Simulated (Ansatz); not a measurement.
# ZnS (Wurtzite-6H) (P6_3mc) in Ansatz: single point with HSE06

Aim: the single point of ZnS (Wurtzite-6H) with HSE06.

All numbers are computed with Ansatz 0.2.0; they aren't measurements. Logs are shortened: lines on timing, memory, paths and dates and some standing lists are left out, and cuts for length are marked.

**What was measured.**

From a printed reference work, monograph, for a bulk crystal of ZnS at 4 K: band gap 3.911 eV (direct).

How close the calculation comes is told below.

## Step 1: The structure

It takes space group P6_3mc (No. 186, hexagonal). Conventional cell: a = 3.812 Å, b = 3.812 Å, c = 18.690 Å, α = 90.00°, β = 90.00°, γ = 120.00°. Zn (site symmetry 3m) is surrounded by 4 S at 2.33 to 2.34 Å. Zn (site symmetry 3m) has 4 S at 2.33 to 2.34 Å as nearest neighbours. Zn (site symmetry 3m) has 4 S at 2.33 to 2.34 Å as nearest neighbours. Around S (site symmetry 3m) lie 4 Zn at 2.33 to 2.34 Å. S (site symmetry 3m) is surrounded by 4 Zn at 2.33 to 2.34 Å. S (site symmetry 3m) has 4 Zn at 2.33 to 2.34 Å as nearest neighbours.

## Step 2: Single point, HSE06

File input:

```
crystal:
  lattice:
    - [3.812, 0.0, 0.0]
    - [-1.906, 3.3012888392, 0.0]
    - [0.0, 0.0, 18.68999]
  atoms:
    - { symbol: Zn, position: [0.3333333333, 0.6666666667, 0.83333] }
    - { symbol: Zn, position: [0.6666666667, 0.3333333333, 0.33333] }
    - { symbol: Zn, position: [0.6666666667, 0.3333333333, 0.66667] }
    - { symbol: Zn, position: [0.3333333333, 0.6666666667, 0.16667] }
    - { symbol: Zn, position: [0.0, 0.0, 0.5] }
    - { symbol: Zn, position: [0.0, 0.0, 0.0] }
    - { symbol: S, position: [0.3333333333, 0.6666666667, 0.95833] }
    - { symbol: S, position: [0.6666666667, 0.3333333333, 0.45833] }
    - { symbol: S, position: [0.6666666667, 0.3333333333, 0.79167] }
    - { symbol: S, position: [0.3333333333, 0.6666666667, 0.29167] }
    - { symbol: S, position: [0.0, 0.0, 0.625] }
    - { symbol: S, position: [0.0, 0.0, 0.125] }
hamiltonian:
  xc: hse06
  pseudopotentials: { kind: paw }
kpoints:
  mp_grid: { grid: [6, 6, 2] }
scf:
  occupations: { method: fermi_dirac, width: 0.05 }
output:
  forces: true
  stress: true
  eigenvalues: true
```

Potentials or basis: Ansatz PAW.

What it wrote:

```text
Warning: output.stress: scf.convergence.dr2_threshold = 1e-7 eV (the SCF's general default) is looser than the 1.2e-9 eV advised for a printed stress (1e-10 eV for each atom of the cell: 12). What an SCF threshold leaves in a stress goes as its square root, and in the free energy as the threshold itself, and one threshold admits the most on a small cell: of the crystals measured, under no hybrid functional and no lock of the moments, on runs that ended without the residual-converged pass, on stresses that held no estimate of that error, the worst erred by over 100 MPa in a component at 1e-7 eV an atom and by under 5 at 1e-10. Set scf.convergence.dr2_threshold to 1.2e-9 eV or tighter. The threshold is an SCF's pass mark: one that does not reach it within its budget of iterations ends unconverged, or closes short of it on a stop that the run arms, and scf.convergence.dr2_threshold's page says what that costs each kind of run
Warning: output.stress: scf.exx.energy_threshold = 1e-6 eV is looser than the 1.2e-7 eV advised for a stress under a hybrid functional (1e-8 eV for each atom of the cell: 12). Every SCF of the exchange loop can meet its threshold on dr2 while the loop round them stops early: no threshold on dr2 bounds what that leaves in the stress. Set scf.exx.energy_threshold to 1.2e-7 eV or tighter. The threshold is the loop's pass mark: a loop that does not reach it within its budget of cycles ends unconverged, and scf.exx.energy_threshold's page has the law
GPUs: using 1 of 1 available (devices: 1).
Engine: ansatz 0.2.0, x86_64-unknown-linux-gnu
Pseudopotentials: kind: paw
Pseudopotential: Zn, paw, valence charge 12, recommended cutoff 420 eV (normal), Zn.paw.azcp
Pseudopotential: S, paw, valence charge 6, recommended cutoff 420 eV (normal), S.paw.azcp
Functional definition: HSE06
  parameter a = 0.25
  parameter omega = 0.11/bohr
  exchange = pbe_x - a*pbe_x_sr(omega) + a*exact_x_sr(omega)
  correlation = pbe_c
device memory: the entry about to start is reckoned to put 2.8 GiB on a device that reports 62.7 GiB free (of which the cap on the GPU budget leaves the run 18.0 GiB)
GPU FFT provider: cuFFT
GPU libraries: cuBLAS 13.8.2, cuFFT 12.4.0, cuSOLVER 12.3.4
Crystal: 12 atoms, lattice volume = 235.204 Å³
[... 88 lines left out ...]
  E_vxc        = -671.239142  (∫ρ·V_xc dr)
  E_exx        = -319.400202  (= α·E_x^exact, valence–valence)
  E_paw        = -14563.586999  (= ΣΔE_a)
  E_vpaw       = -2207.987320  (= ΣTr[D̂ρ^β])
  E_aug_tail   = -0.002247  (compensation charges beyond the density's cutoff)
  E_ewald      = -7533.374756
  E_core_change = 3.283910  (= ΣΔE_core)
  E_smearing   = -0.000000  (= −TS)
  E_closure    = 0.000002  (closes the sum)
  Σ components = -25340.395945   (vs F -25340.395945, Δ=0.00e0)
--- Forces (eV/Å), atoms counted from 1 ---
  atom   1  Zn    -0.00000000    -0.00000000     0.00165165
  atom   2  Zn    -0.00000000     0.00000000     0.00165165
  atom   3  Zn     0.00000000    -0.00000000     0.00499783
  atom   4  Zn     0.00000000     0.00000000     0.00499783
  atom   5  Zn     0.00000000     0.00000000     0.00160848
  atom   6  Zn     0.00000000    -0.00000000     0.00160848
  atom   7  S      0.00000000     0.00000000    -0.02703190
  atom   8  S      0.00000000    -0.00000000    -0.02703190
  atom   9  S      0.00000000     0.00000000    -0.00489626
  atom  10  S      0.00000000    -0.00000000    -0.00489626
  atom  11  S      0.00000000     0.00000000     0.02368200
  atom  12  S      0.00000000    -0.00000000     0.02368200
  max |Σ_I F_I| component: 2.36e-5 eV/Å
--- Stress (GPa, compression-positive) ---
        1.453255       0.000000       0.000000
        0.000000       1.453255       0.000000
        0.000000       0.000000       1.445579
  P = ⅓ Tr σ = 1.4507 GPa (14.507 kbar)
--- Band table (eV; the first three rows and the last of 14) ---
  k-point 0: bands = ["-9.2268", "-9.0100", "-9.0006", "-8.5127", "-8.5035", "-8.2250", "-2.7840", "-2.7808", "-2.7808", "-2.7624", "-2.7624", "-2.7530", "-2.7439", "-2.7439", "-2.7430", "-2.7100", "-2.7100", "-2.6972", "-2.6972", "-2.6824", "-2.6824", "-2.5142", "-2.5116", "-2.3544", "-2.3544", "-2.3510", "-2.3510", "-2.3380", "-2.3380", "-2.3349", "-2.3349", "-2.3161", "-2.3161", "-2.3087", "-2.3087", "-2.0997", "-0.5004", "0.8646", "0.8676", "3.3508", "3.3664", "4.2075", "4.2075", "4.4104", "4.4104", "4.4270", "4.4270", "4.8743", "4.8743", "4.8891", "4.8891", "5.1181", "5.1408", "5.1408", "8.5323", "9.5969", "9.6480", "9.7387", "9.7579", "9.9115", "12.7104", "12.7729", "12.7729", "12.8073", "12.8847", "13.0038"]
  k-point 1: bands = ["-9.1690", "-9.1690", "-8.7668", "-8.7668", "-8.3035", "-8.3035", "-2.7774", "-2.7774", "-2.7742", "-2.7742", "-2.7742", "-2.7742", "-2.7269", "-2.7269", "-2.7269", "-2.7269", "-2.6873", "-2.6873", "-2.6873", "-2.6873", "-2.6709", "-2.6709", "-2.3526", "-2.3526", "-2.3526", "-2.3526", "-2.3370", "-2.3370", "-2.3370", "-2.3370", "-2.3119", "-2.3119", "-2.3119", "-2.3119", "-2.2675", "-2.2675", "-0.0829", "-0.0829", "2.0650", "2.0650", "4.2629", "4.2629", "4.2629", "4.2629", "4.5430", "4.5430", "4.6424", "4.6424", "4.6424", "4.6424", "5.0692", "5.0692", "5.0692", "5.0692", "8.9865", "8.9865", "9.6657", "9.6657", "9.9497", "9.9497", "12.7693", "12.7693", "12.8623", "12.8623", "12.8623", "12.8623"]
  k-point 2: bands = ["-9.0290", "-8.8292", "-8.8197", "-8.3774", "-8.3684", "-8.1214", "-2.7645", "-2.7580", "-2.7480", "-2.7397", "-2.7335", "-2.7260", "-2.7143", "-2.7077", "-2.7031", "-2.6818", "-2.6697", "-2.6654", "-2.6614", "-2.6526", "-2.6334", "-2.5109", "-2.5061", "-2.3728", "-2.3633", "-2.3614", "-2.3509", "-2.3498", "-2.3419", "-2.3382", "-2.3238", "-2.3095", "-2.3008", "-2.2985", "-2.2813", "-2.0440", "-0.2322", "0.9453", "0.9500", "2.7483", "2.7972", "2.9715", "3.3623", "3.3973", "3.6950", "3.7784", "4.0282", "4.0370", "4.1404", "4.2515", "4.5873", "4.5966", "4.8797", "4.9069", "9.6565", "10.3920", "10.5349", "10.6350", "10.7236", "10.9396", "11.8456", "11.9184", "12.3293", "12.7331", "12.8198", "13.1203"]
  k-point 13: bands = ["-7.9880", "-7.9880", "-7.9754", "-7.9754", "-7.9688", "-7.9688", "-2.6800", "-2.6800", "-2.6423", "-2.6423", "-2.6061", "-2.6061", "-2.5730", "-2.5730", "-2.5695", "-2.5695", "-2.5423", "-2.5423", "-2.4026", "-2.4026", "-2.3973", "-2.3973", "-2.3934", "-2.3934", "-2.3618", "-2.3618", "-2.3305", "-2.3305", "-2.3257", "-2.3257", "-1.9853", "-1.9853", "-1.9621", "-1.9621", "-1.9617", "-1.9617", "0.1276", "0.1276", "0.2001", "0.2001", "0.3737", "0.3737", "1.5103", "1.5103", "1.8905", "1.8905", "2.2496", "2.2496", "3.1159", "3.1159", "3.3396", "3.3396", "3.5029", "3.5029", "10.9340", "10.9340", "11.0835", "11.0835", "11.2644", "11.2644", "12.6355", "12.6355", "12.9054", "12.9054", "13.2546", "13.2546"]
```

Run time: 97 s. Hardware: 1 × NVIDIA H100 80GB HBM3 with 2 threads of AMD EPYC 7R13 (Zen 3), shared host; peak memory 4.3 GiB.

Results:

```
Free energy            : -25340.3959 eV
Pressure               : 1.5 GPa
Largest force          : 0.027 eV/Å
Band gap on the k mesh : 3.39 eV, direct
```

Forces on the atoms (eV/Å):
```
Zn   0.000  0.000  0.002
Zn   0.000  0.000  0.002
Zn   0.000  0.000  0.005
Zn   0.000  0.000  0.005
Zn   0.000  0.000  0.002
Zn   0.000  0.000  0.002
S    0.000  0.000 -0.027
S    0.000  0.000 -0.027
S    0.000  0.000 -0.005
S    0.000  0.000 -0.005
S    0.000  0.000  0.024
S    0.000  0.000  0.024
```

Levels at points of the mesh, in eV from the valence-band top:
| k point | band 52 | band 53 | band 54 | band 55 | band 56 | band 57 |
| --- | --- | --- | --- | --- | --- | --- |
| (0.00, 0.00, 0.00) | -0.02 | 0.00 | 0.00 | 3.39 | 4.46 | 4.51 |
| (0.00, 0.00, -0.50) | -0.07 | -0.07 | -0.07 | 3.85 | 3.85 | 4.52 |
| (0.00, -0.50, 0.00) | -1.33 | -1.15 | -0.93 | 4.56 | 4.66 | 4.73 |
| (0.00, -0.50, -0.50) | -1.28 | -1.04 | -1.04 | 4.47 | 4.47 | 5.02 |

Caveat: the cell's inner coordinates are idealised or old, which leaves forces on the atoms; the PAW data sets come from PBE, with cores solved anew for the run's functional, which leaves a small shift of forces and pressure; the thresholds are loose for stress.

## Step 3: Against experiment

Step 2. Measured gap of ZnS: 3.911 eV (direct; 4 K; a printed reference work, monograph). This calculation gives 3.39 eV (-0.52 eV). The value is that of HSE06 on a finite k mesh, which can miss the band edges, without temperature or zero-point motion.
